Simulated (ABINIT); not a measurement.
Here is an ABINIT 10.8.3 (patched build) calculation.

File run.abi:

```
# Pseudopotentials
pp_dirpath "./"
pseudos "Zn.LDA_PW-JTH.xml, S.LDA_PW-JTH.xml"

# Structure
acell 3*1.0
rprim
     7.2017462609     0.0000000000     0.0000000000
    -3.6008731305     6.2368952135     0.0000000000
     0.0000000000     0.0000000000    11.7805526609
ntypat 2
znucl 30 16
natom 4
typat 1 1 2 2
xred
     0.6666666667     0.3333333333     0.5000000000
     0.3333333333     0.6666666667     0.0000000000
     0.6666666667     0.3333333333     0.8850000000
     0.3333333333     0.6666666667     0.3850000000

# Plane-wave basis
ecut 20.0
pawecutdg 40.0

# k points
kptopt 1
ngkpt 6 6 4
nshiftk 1
shiftk 0.0 0.0 0.0

# Exchange and correlation
ixc 7

# Bands and occupations
nband 22
occopt 3
tsmear 0.05 eV

# SCF cycle
nstep 100
tolvrs 1.0e-9

# Output
iomode 3
prtwf 0
prteig 0
prtebands 0
prtden 1
prtvha 1
prtvclmb 1
prtpot 1
```

Potentials or basis: JTH PAW LDA v2.0.

The run is started by

```sh
$ abinit run.abi > log 2>&1
```

**Question.** Estimate the band gap on the k mesh.

**Answer.** 1.97 eV, direct.

**Question.** What does it give for the largest force?

**Answer.** 0.290 eV/Å.

Forces on the atoms (eV/Å):
```
Zn   0.000  0.000  0.290
Zn   0.000  0.000  0.290
S    0.000  0.000 -0.290
S    0.000  0.000 -0.290
```

**What was measured.**

A printed reference work, monograph reports, for a bulk crystal of ZnS at 4 K: band gap 3.911 eV (direct).

Measured gap of ZnS: 3.911 eV (direct; 4 K; a printed reference work, monograph). This calculation gives 1.97 eV (-1.94 eV). The value is that of LDA, without temperature or zero-point motion. Semilocal functionals fall short of measured gaps as a rule.
